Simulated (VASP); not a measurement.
Input of a VASP 6.6.1 run:

File INCAR:

```
SYSTEM = MoS2
PREC = Accurate ; ENCUT = 520
EDIFF = 1E-6 ; ISMEAR = 0
SIGMA = 0.05 ; LREAL = .FALSE.
LASPH = .TRUE. ; NELM = 60
ALGO = Normal ; ISIF = 2
LWAVE = .FALSE. ; LCHARG = .FALSE.
GGA = MK ; LUSE_VDW = .TRUE.
AGGAC = 0.0 ; PARAM1 = 0.1234
PARAM2 = 0.711357 ; ZAB_VDW = -1.8867
IBRION = 2 ; NSW = 40
EDIFFG = -0.01 ; KPAR = 2
```

File KPOINTS:

```
Automatic mesh
0
G
  12 12 3
  0 0 0
```

File POSCAR:

```
MoS2
1.0
    3.1690000000      0.0000000000      0.0000000000
   -1.5845000000      2.7444345000      0.0000000000
    0.0000000000      0.0000000000     12.3240000000
Mo S
2 4
Direct
    0.3333333300      0.6666666700      0.2500000000
    0.6666666700      0.3333333300      0.7500000000
    0.3333333300      0.6666666700      0.6230000000
    0.6666666700      0.3333333300      0.1230000000
    0.3333333300      0.6666666700      0.8770000000
    0.6666666700      0.3333333300      0.3770000000
```

Potentials or basis: VASP PAW PBE potentials, release 64 (Mo_sv, S).

Run with:

```console
$ cat potpaw_PBE.64/Mo_sv/POTCAR potpaw_PBE.64/S/POTCAR > POTCAR
$ mpirun -np 2 vasp_std > vasp.out
```

**Question.** What does it give for the band gap on the k mesh?

**Answer.** 0.86 eV, indirect (least direct gap 1.66 eV).

**Question.** Estimate the energy gained by relaxing.

**Answer.** 0.1 meV/atom.

Final structure:
```
Mo S
1.0
     3.16900    0.00000    0.00000
    -1.58450    2.74443    0.00000
     0.00000    0.00000   12.32400
Mo S
2 4
Direct
  0.33333 0.66667 0.25000
  0.66667 0.33333 0.75000
  0.33333 0.66667 0.62277
  0.66667 0.33333 0.12277
  0.33333 0.66667 0.87723
  0.66667 0.33333 0.37723
```

Caveat: an odd mesh through Γ misses points on the zone boundary, where band edges often lie.

The gap isn't set beside the measured one, since this odd mesh misses points on the zone boundary.
